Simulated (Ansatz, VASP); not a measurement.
Zr in VASP and in Ansatz

The input INCAR:

```
SYSTEM = Zr
PREC     = Accurate       ! precision mode
ENCUT    = 520            ! plane-wave cutoff, eV
EDIFF    = 1E-7           ! SCF threshold, eV
ISMEAR   = 0              ! smearing method
SIGMA    = 0.1            ! smearing width, eV
LREAL    = .FALSE.        ! projectors in reciprocal space
LASPH    = .TRUE.         ! aspherical terms in the spheres
NELM     = 60             ! most SCF steps
ALGO     = Normal         ! electronic algorithm
ISIF     = 2              ! what is computed and relaxed
LWAVE    = .FALSE.        ! write WAVECAR
LCHARG   = .TRUE.         ! write CHGCAR
GGA      = PS             ! functional
LELF     = .TRUE.         ! ELF
LVHAR    = .TRUE.       
NBANDS   = 12             ! bands
```

The input KPOINTS:

```
Automatic mesh
0
G
  16 16 16
  0 0 0
```

POSCAR

```
Zr
1.0
    0.0000000000      2.2991754500      2.2991754500
    2.2991754500      0.0000000000      2.2991754500
    2.2991754500      2.2991754500      0.0000000000
Zr
1
Direct
    0.0000000000      0.0000000000      0.0000000000
```

Input for Ansatz:

```yaml
crystal:
  lattice:
    - [0.0, 2.29917545, 2.29917545]
    - [2.29917545, 0.0, 2.29917545]
    - [2.29917545, 2.29917545, 0.0]
  atoms:
    - { symbol: Zr, position: [0.0, 0.0, 0.0] }
basis:
  ecutwfc: 420
kpoints:
  mp_grid: { grid: [16, 16, 16] }
hamiltonian:
  xc: pbesol
scf:
  occupations: { method: gaussian, width: 0.1 }
output:
  forces: true
  stress: true
  eigenvalues: true
```

Alike in both runs: task single point; functional PBEsol; k mesh 16 × 16 × 16; occupations gaussian, width 0.1 eV; no spin polarisation.

|  | VASP | Ansatz |
| --- | --- | --- |
| version | VASP 6.6.1 | Ansatz 0.2.0 |
| potentials or method | VASP PAW PBE potentials, release 64 (Zr_sv) | scalar-relativistic, plane waves, PAW |
| plane-wave cutoff (eV) | 520 | 420 |
| valence electrons in the cell | 12 | 12 |

```tsv
	VASP	Ansatz	Ansatz less VASP
gap on the k mesh at the Fermi level (eV)	none	none	-
pressure (GPa)	-7.3	-7.4	-0.05
```

A gap of «none» marks a metal or a gap that the smearing closes.

Caveats: the PAW data sets were made with another functional, which shifts forces and pressure a little (VASP).
